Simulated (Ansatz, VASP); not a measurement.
## AgCl: VASP beside Ansatz

File INCAR:

```
PREC     = Accurate       # precision mode
ENCUT    = 520            # plane-wave cutoff, eV
EDIFF    = 1E-8           # SCF threshold, eV
ISMEAR   = -1             # smearing method
SIGMA    = 0.01           # smearing width, eV
LREAL    = F              # projectors in reciprocal space
LASPH    = T              # aspherical terms in the spheres
NELM     = 60             # most SCF steps
ALGO     = Normal         # electronic algorithm
ISIF     = 2              # what is computed and relaxed
LWAVE    = F              # write WAVECAR
LCHARG   = F              # write CHGCAR
GGA      = PS             # functional
LEFG     = T            
NBANDS   = 16             # bands
```

File KPOINTS:

```
regular mesh
0
Gamma
  9 9 9
```

The input POSCAR:

```
AgCl
1.0
    0.0000000000      2.7915157670      2.7915157670
    2.7915157670      0.0000000000      2.7915157670
    2.7915157670      2.7915157670      0.0000000000
Ag Cl
1 1
Direct
    0.5000000000      0.5000000000      0.5000000000
    0.0000000000      0.0000000000      0.0000000000
```

Input for Ansatz:

```yaml
crystal:
  lattice:
    - [0.0, 2.791515767, 2.791515767]
    - [2.791515767, 0.0, 2.791515767]
    - [2.791515767, 2.791515767, 0.0]
  atoms:
    - { symbol: Ag, position: [0.5, 0.5, 0.5] }
    - { symbol: Cl, position: [0.0, 0.0, 0.0] }
kpoints:
  mp_grid: { grid: [9, 9, 9] }
scf:
  occupations: { method: fermi_dirac, width: 0.01 }
hamiltonian:
  xc: pbesol
  pseudopotentials: { kind: all_electron, datasets: crystal }
output:
  forces: true
  stress: true
  eigenvalues: true
  efg: { contact_densities: true }
```

Change from the starting cell: volume scaled by 1.02, crystal datasets.

Alike in both runs: task electric field gradients; functional PBEsol; k mesh 9 × 9 × 9; occupations fermi-dirac, width 0.01 eV; no spin polarisation.

```csv
,VASP,Ansatz
version,VASP 6.6.1,Ansatz 0.2.0
potentials or method,"VASP PAW PBE potentials, release 64 (Ag, Cl)","all-electron PAW with datasets made for the crystal, scalar-relativistic"
plane-wave cutoff (eV),520,see its input
```

Ansatz gave:

```
gap on the k mesh at the Fermi level (eV)                      : 0.79
pressure (GPa)                                                 : -3.4
Vzz of the field gradient on the site that differs most (V/Å²) : 0.0
```

Question: What did VASP give for the same quantities?

Answer: gap on the k mesh at the Fermi level (eV): 0.78; pressure (GPa): -3.5; Vzz of the field gradient on the site that differs most (V/Å²): 0.0.

Ansatz ran all-electron here, so the differences hold the error of VASP's frozen core and of both bases. Ansatz warned: «gradients_without_spin_orbit».

Caveats: the PAW data sets were made with another functional, which shifts forces and pressure a little (VASP); an odd mesh through Γ misses points on the zone boundary, where band edges often lie.
